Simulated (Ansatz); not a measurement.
HfO2 and its competing phases

These are results of DFT PBE, scalar-relativistic, plane waves, PAW in Ansatz 0.2.0, not measurements. Settings: cutoff 420 eV, Γ-centred meshes spaced at most about 0.3 Å⁻¹ (2π included), Gaussian smearing. No spin polarisation.

Energies over the elements count from the elements' standard structures at the same level (O₂ as a molecule), with no fitted energy shifts.

These are static total energies at zero pressure. Spin–orbit coupling, which can matter for Hf, is left out.

The competitors are the elements and 1 reference phase of this chemical system (from databases or known types: HfO2), relaxed at the same level; other known phases may be missing.

The candidate was reached from: 3-, 6-connected net.

```cif
data_structure
_symmetry_space_group_name_H-M 'R-3m:H'
_symmetry_Int_Tables_number 166
_cell_length_a 7.9009
_cell_length_b 7.9009
_cell_length_c 6.9549
_cell_angle_alpha 90.000
_cell_angle_beta 90.000
_cell_angle_gamma 120.000
_cell_volume 375.99
loop_
_atom_site_label
_atom_site_type_symbol
_atom_site_symmetry_multiplicity
_atom_site_Wyckoff_symbol
_atom_site_fract_x
_atom_site_fract_y
_atom_site_fract_z
_atom_site_occupancy
Hf1 Hf 9 e 0.16667 0.33333 0.33333 1
O1 O 18 h 0.86759 0.13241 0.36255 1
```

Q: Where does it stand against these competitors?

A: Not the lowest form: another structure of the same formula lies lower. Its formation energy is -3.169 eV/atom. The lowest competing phase at this composition is this:

| phase | space group | source | share of atoms | ΔE_f (eV/atom) |
| --- | --- | --- | --- | --- |
| HfO2 | P2_1/c (No. 14) | Materials Project | 1.0000 | -3.461 |

The candidate lies 0.29 eV/atom above this phase. The candidate matches no cell in the subsets of the Crystallography Open Database and the Materials Project at hand. The margin is far too high for a likely synthesis.
